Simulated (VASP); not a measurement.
# Cu in VASP: relaxation of the atoms with PBE

Aim: the relaxation of the atoms of Cu with PBE.

Program: VASP 6.6.1. These are calculated values, not measurements. Logs are shortened: lines on timing, memory, paths and dates and some standing lists are left out, and cuts for length are marked.

### 1 The slab as given

The cell holds a slab with vacuum, 7 atoms: a = 2.570 Å, b = 2.570 Å, c = 25.905 Å, α = 90.00°, β = 90.00°, γ = 90.00°.

The cell was built by a generator and needn't be a form met in nature.

### 2 Relaxation of the atoms, PBE

The input, INCAR:

```
SYSTEM = Cu
  ALGO = Normal
  EDIFF = 1E-6
  EDIFFG = -0.005
  ENCUT = 520
  GGA = PE
  IBRION = 2
  ISIF = 2
  ISMEAR = 1
  KPAR = 8
  LASPH = .TRUE.
  LCHARG = .FALSE.
  LREAL = .FALSE.
  LWAVE = .FALSE.
  NELM = 80
  NSW = 40
  PREC = Accurate
  SIGMA = 0.2
```

The input, KPOINTS:

```
k-points
0
G
  18 18 1
  0 0 0
```

The input, POSCAR:

```
Cu
1.0
    2.5703331496      0.0000000000      0.0000000000
    0.0000000000      2.5703331496      0.0000000000
    0.0000000000      0.0000000000     25.9050000000
Cu
7
Direct
    0.0000000000      0.0000000000      0.2895193978
    0.5000000000      0.5000000000      0.3596795985
    0.0000000000      0.0000000000      0.4298397993
    0.5000000000      0.5000000000      0.5000000000
    0.0000000000      0.0000000000      0.5701602007
    0.5000000000      0.5000000000      0.6403204015
    0.0000000000      0.0000000000      0.7104806022
```

Potentials or basis: VASP PAW PBE potentials, release 64 (Cu).

Started as:

```console
> cat potpaw_PBE.64/Cu/POTCAR > POTCAR
> mpirun -np 8 vasp_std > vasp.out
```

OUTCAR:

```text
SYSTEM = Cu
   EDIFF = 1E-6
   EDIFFG = -0.005
   ENCUT = 520
   GGA = PE
   IBRION = 2
   ISIF = 2
   ISMEAR = 1
   LASPH = .TRUE.
   LREAL = .FALSE.
   NELM = 80
   NSW = 40
   PREC = Accurate

 ion  position               nearest neighbor table
   1  0.000  0.000  0.290-   2 2.57   2 2.57   2 2.57   2 2.57
   2  0.500  0.500  0.360-   1 2.57   1 2.57   1 2.57   1 2.57   3 2.57   3 2.57   3 2.57   3 2.57

   3  0.000  0.000  0.430-   4 2.57   4 2.57   4 2.57   4 2.57   2 2.57   2 2.57   2 2.57   2 2.57

   4  0.500  0.500  0.500-   3 2.57   5 2.57   3 2.57   5 2.57   3 2.57   5 2.57   3 2.57   5 2.57

   5  0.000  0.000  0.570-   4 2.57   4 2.57   4 2.57   4 2.57   6 2.57   6 2.57   6 2.57   6 2.57

   6  0.500  0.500  0.640-   7 2.57   7 2.57   7 2.57   7 2.57   5 2.57   5 2.57   5 2.57   5 2.57

   7  0.000  0.000  0.710-   6 2.57   6 2.57   6 2.57   6 2.57

  LATTYP: Found a simple tetragonal cell.
 ALAT       =     2.5703331496
 C/A-ratio  =    10.0784600642

  Lattice vectors:

 A1 = (   2.5703331496,   0.0000000000,   0.0000000000)
 A2 = (   0.0000000000,   2.5703331496,   0.0000000000)
 A3 = (   0.0000000000,   0.0000000000,  25.9050000000)

Analysis of symmetry for initial positions (statically):
=====================================================================
 Subroutine PRICEL returns:
 Original cell was already a primitive cell.

 Routine SETGRP: Setting up the symmetry group for a
 simple tetragonal supercell.

 Subroutine GETGRP returns: Found 16 space group operations
 (whereof 16 operations were pure point group operations)
 out of a pool of 16 trial point group operations.

The static configuration has the point symmetry D_4h.

Analysis of symmetry for dynamics (positions and initial velocities):
=====================================================================
 Subroutine PRICEL returns:
 Original cell was already a primitive cell.

 Routine SETGRP: Setting up the symmetry group for a
 simple tetragonal supercell.

 Subroutine GETGRP returns: Found 16 space group operations
 (whereof 16 operations were pure point group operations)
 out of a pool of 16 trial point group operations.

The dynamic configuration has the point symmetry D_4h.

 Subroutine INISYM returns: Found 16 space group operations
 (whereof 16 operations are pure point group operations),
 and found     1 'primitive' translations

----------------------------------------------------------------------------------------

                                     Primitive cell

  volume of cell :     171.1443

  direct lattice vectors                    reciprocal lattice vectors
     2.570333150  0.000000000  0.000000000     0.389054625  0.000000000  0.000000000
     0.000000000  2.570333150  0.000000000     0.000000000  0.389054625  0.000000000
     0.000000000  0.000000000 25.905000000     0.000000000  0.000000000  0.038602586

  length of vectors
     2.570333150  2.570333150 25.905000000     0.389054625  0.389054625  0.038602586

  position of ions in fractional coordinates (direct lattice)
     0.000000000  0.000000000  0.289519398
     0.500000000  0.500000000  0.359679599
     0.000000000  0.000000000  0.429839799
     0.500000000  0.500000000  0.500000000
     0.000000000  0.000000000  0.570160201
     0.500000000  0.500000000  0.640320401
     0.000000000  0.000000000  0.710480602

  ion indices of the primitive-cell ions
   primitive index   ion index
                 1           1
                 2           2
                 3           3
                 4           4
                 5           5
                 6           6
                 7           7

----------------------------------------------------------------------------------------

 KPOINTS: k-points

Automatic generation of k-mesh.
 Grid dimensions read from file:
 generate k-points for:   18   18    1

 Generating k-lattice:

  Cartesian coordinates                     Fractional coordinates (reciprocal lattice)
     0.021614146  0.000000000  0.000000000     0.055555556  0.000000000  0.000000000
     0.000000000  0.021614146  0.000000000     0.000000000  0.055555556  0.000000000
     0.000000000  0.000000000  0.038602586     0.000000000  0.000000000  1.000000000

  Length of vectors
     0.021614146  0.021614146  0.038602586

  Shift w.r.t. Gamma in fractional coordinates (k-lattice)
     0.000000000  0.000000000  0.000000000

 Subroutine IBZKPT returns following result:
 ===========================================

 Found     55 irreducible k-points:

 Following reciprocal coordinates:
            Coordinates               Weight
  0.000000  0.000000  0.000000      1.000000
  0.055556  0.000000  0.000000      4.000000
  0.111111  0.000000  0.000000      4.000000
  0.166667  0.000000  0.000000      4.000000
  0.222222  0.000000  0.000000      4.000000
  0.277778  0.000000  0.000000      4.000000
[... 16 lines left out ...]
  0.277778  0.111111  0.000000      8.000000
  0.333333  0.111111  0.000000      8.000000
 [... further k-points ...]
   k-points           NKPTS =     55   k-points in BZ     NKDIM =     55   number of bands    NBANDS=     46
   number of dos      NEDOS =    301   number of ions     NIONS =      7
   total plane-waves  NPLWV =  78400
   dimension x,y,z NGX =    20 NGY =   20 NGZ =  196
   dimension x,y,z NGXF=    40 NGYF=   40 NGZF=  392
   ions per type =               7
   NGX,Y,Z   is equivalent  to a cutoff of  12.94, 12.94, 12.58 a.u.
   NGXF,Y,Z  is equivalent  to a cutoff of  25.87, 25.87, 25.16 a.u.
 SYSTEM =  Cu
   PREC   = accura    normal or accurate (medium, high low for compatibility)
   ISTART =      0    job   : 0-new  1-cont  2-samecut
   ICHARG =      2    charge: 1-file 2-atom 10-const
   ISPIN  =      1    spin polarized calculation?
   LNONCOLLINEAR =      F non collinear calculations
   LSORBIT =      F    spin-orbit coupling
   LASPH  =      T    aspherical Exc in radial PAW
   ENCUT  =  520.0 eV  38.22 Ry    6.18 a.u.   4.78  4.78 48.17*2*pi/ulx,y,z
   NELM   =     80;   NELMIN=  2; NELMDL= -5     # of ELM steps
   EDIFF  = 0.1E-05   stopping-criterion for ELM
   LREAL  =      F    real-space projection
   EDIFFG = -.5E-02   stopping-criterion for IOM
   NSW    =     40    number of steps for IOM
   IBRION =      2    ionic relax: 0-MD 1-quasi-New 2-CG
   NFREE  =      1    steps in history (QN), initial steepest desc. (CG)
   ISIF   =      2    stress and relaxation
   ISYM   =      2    0-nonsym 1-usesym 2-fastsym
   POTIM  = 0.5000    time-step for ionic-motion
   TEBEG  =    0.0;   TEEND  =   0.0 temperature during run
   PSTRESS=    0.0 pullay stress
   NELECT =      77.0000    total number of electrons
   NUPDOWN=      -1.0000    fix difference up-down
   EMIN   =  10.00;   EMAX   =-10.00  energy-range for DOS
   EFERMI =   0.00;   METHOD = LEGACY
   ISMEAR =     1;   SIGMA  =   0.20  broadening in eV -4-tet -1-fermi 0-gaus
   EFERMI_NEDOS =   21; number of points for ismear=-14 and -15
   IALGO  =     38    algorithm
   IMIX   =      4    mixing-type and parameters
     AMIX     =   0.40;   BMIX     =  1.00
     AMIX_MAG =   1.60;   BMIX_MAG =  1.00
  volume/ion in A,a.u.               =      24.45       164.99
  Fermi-wavevector in a.u.,A,eV,Ry     =   1.254443  2.370554 21.410498  1.573627
  Thomas-Fermi vector in A             =   2.388248
   LORBIT       =      0    0 simple, 1 ext, 2 COOP (PROOUT), +10 PAW based schemes
   GGA     = PE    functional components
   LHFCALC =     F    Hartree Fock is set to
   AEXX    =    0.0000 exact exchange contribution
   IVDW    =     0    specifies the selected vdW correction
   LEPSILON=     F    determine dielectric tensor
   LRPA    =     F    only Hartree local field effects (RPA)
 conjugate gradient relaxation of ions
 non-spin polarized calculation
 Methfessel and Paxton  Order N= 1 SIGMA  =   0.20
  energy-cutoff  :      520.00
  volume of cell :      171.14
 maximum number of plane-waves:      4640
 NGX is ok and might be reduce to    20
   NGX =  9   NGY =  9   NGZ = 97

--------------------------------------- Ionic step        1  -------------------------------------------

 number of electron      76.9999871 magnetization

 Free energy of the ion-electron system (eV)
  ---------------------------------------------------
  ext. energy  EPLUGINS =         0.00000000
  ---------------------------------------------------
  free energy    TOTEN  =       -24.89548826 eV

  energy without entropy =      -24.89121482  energy(sigma->0) =      -24.89406378

------------------------ aborting loop because EDIFF is reached ----------------------------------------

  FORCE on cell =-STRESS in cart. coord.  units (eV):
  Direction    XX          YY          ZZ          XY          YZ          ZX
  --------------------------------------------------------------------------------------
  -------------------------------------------------------------------------------------
  Total       -1.6106872     -1.6106872     -0.7366652      0.0000000      0.0000000      0.0000000
  in kB      -15.0785421    -15.0785421     -6.8963344      0.0000000      0.0000000      0.0000000
  external PRESSURE =     -12.3511396 kB  Pullay stress =       0.0000000 kB
[... 104 lines left out ...]
  FREE ENERGIE OF THE ION-ELECTRON SYSTEM (eV)
  ---------------------------------------------------
  free  energy   TOTEN  =       -24.9055547395 eV

  energy  without entropy=      -24.9005399214  energy(sigma->0) =      -24.90388313

[... ionic steps 4 to 14 ...]

--------------------------------------- Ionic step       15  -------------------------------------------

 number of electron      76.9999890 magnetization

------------------------ aborting loop because EDIFF is reached ----------------------------------------
[... 77 lines left out ...]
--------------------------------------- Ionic step       17  -------------------------------------------

 number of electron      76.9999889 magnetization

 Free energy of the ion-electron system (eV)
  ---------------------------------------------------
  ext. energy  EPLUGINS =         0.00000000
  ---------------------------------------------------
  free energy    TOTEN  =       -24.90732587 eV

  energy without entropy =      -24.90260137  energy(sigma->0) =      -24.90575104

 E-fermi :   1.3780     XC(G=0):  -6.9037

 val. band max:        1.3701761710   @ k =   0.5000   0.1667   0.0000
 cond. band min:       1.3857691006   @ k =   0.3333   0.2222   0.0000
 fundamental gap:      0.0155929296
 Fermi energy:         1.3780355795

 k-point     1 :       0.0000    0.0000    0.0000
  band No.  band energies     occupation
      1      -7.6487      2.00000
      2      -7.0498      2.00000
      3      -6.0628      2.00000
      4      -4.8076      2.00000
      5      -3.7465      2.00000
      6      -3.3477      2.00000
[... 1165 lines left out ...]
     45       6.8080      0.00000
     46       6.8789      0.00000

 [... further k-points ...]

------------------------ aborting loop because EDIFF is reached ----------------------------------------

  FORCE on cell =-STRESS in cart. coord.  units (eV):
  Direction    XX          YY          ZZ          XY          YZ          ZX
  --------------------------------------------------------------------------------------
  -------------------------------------------------------------------------------------
  Total       -1.1297411     -1.1297411     -0.0806132      0.0000000     -0.0000000      0.0000000
  in kB      -10.5761370    -10.5761370     -0.7546651      0.0000000     -0.0000000      0.0000000
  external PRESSURE =      -7.3023130 kB  Pullay stress =       0.0000000 kB
[... 22 lines left out ...]
  FREE ENERGIE OF THE ION-ELECTRON SYSTEM (eV)
  ---------------------------------------------------
  free  energy   TOTEN  =       -24.9073258719 eV

  energy  without entropy=      -24.9026013708  energy(sigma->0) =      -24.90575104

 reached required accuracy - stopping structural energy minimisation
```

It took 7.7 min on 8 MPI ranks of Intel Xeon Platinum 8488C (Sapphire Rapids), shared host; peak memory 0.51 GiB.

What came out:

- Free energy: -24.9073 eV
- Energy gained by relaxing: 1.7 meV/atom
- Ionic steps: 17
- Largest force after relaxing: 0.005 eV/Å
- Band gap on the k mesh: none (metal or under the smearing width)

Forces on the atoms (eV/Å):
```
Cu   0.000  0.000  0.002
Cu   0.000  0.000  0.003
Cu   0.000  0.000 -0.005
Cu   0.000  0.000  0.000
Cu   0.000  0.000  0.005
Cu   0.000  0.000 -0.003
Cu   0.000  0.000 -0.002
```

The path:
| step | energy change (eV) | largest force (eV/Å) | pressure (GPa) |
| --- | --- | --- | --- |
| 1 | 0.0000 | 0.2092 | -1.24 |
| 2 | -0.0065 | 0.1374 | -1.21 |
| 3 | -0.0101 | 0.0676 | -1.10 |
| 4 | -0.0101 | 0.0714 | -0.95 |
| 5 | -0.0109 | 0.0367 | -0.97 |
| 6 | -0.0112 | 0.0186 | -0.94 |
| 7 | -0.0113 | 0.0156 | -0.89 |
| 8 | -0.0113 | 0.0135 | -0.91 |
| 9 | -0.0115 | 0.0144 | -0.86 |
| 10 | -0.0117 | 0.0201 | -0.82 |
| 11 | -0.0118 | 0.0143 | -0.76 |
| 12 | -0.0118 | 0.0118 | -0.76 |
| 13 | -0.0118 | 0.0054 | -0.77 |
| 14 | -0.0118 | 0.0091 | -0.73 |
| 15 | -0.0118 | 0.0057 | -0.74 |
| 16 | -0.0118 | 0.0079 | -0.74 |
| 17 | -0.0118 | 0.0048 | -0.73 |

Final structure:
```cif
data_structure
_symmetry_space_group_name_H-M 'P 1'
_symmetry_Int_Tables_number 1
_cell_length_a 2.5703
_cell_length_b 2.5703
_cell_length_c 25.9050
_cell_angle_alpha 90.000
_cell_angle_beta 90.000
_cell_angle_gamma 90.000
_cell_volume 171.14
loop_
_atom_site_label
_atom_site_type_symbol
_atom_site_fract_x
_atom_site_fract_y
_atom_site_fract_z
_atom_site_occupancy
Cu1 Cu 0.00000 0.00000 0.29139 1
Cu2 Cu 0.50000 0.50000 0.35940 1
Cu3 Cu 0.00000 0.00000 0.42982 1
Cu4 Cu 0.50000 0.50000 0.50000 1
Cu5 Cu 0.00000 0.00000 0.57018 1
Cu6 Cu 0.50000 0.50000 0.64060 1
Cu7 Cu 0.00000 0.00000 0.70861 1
```
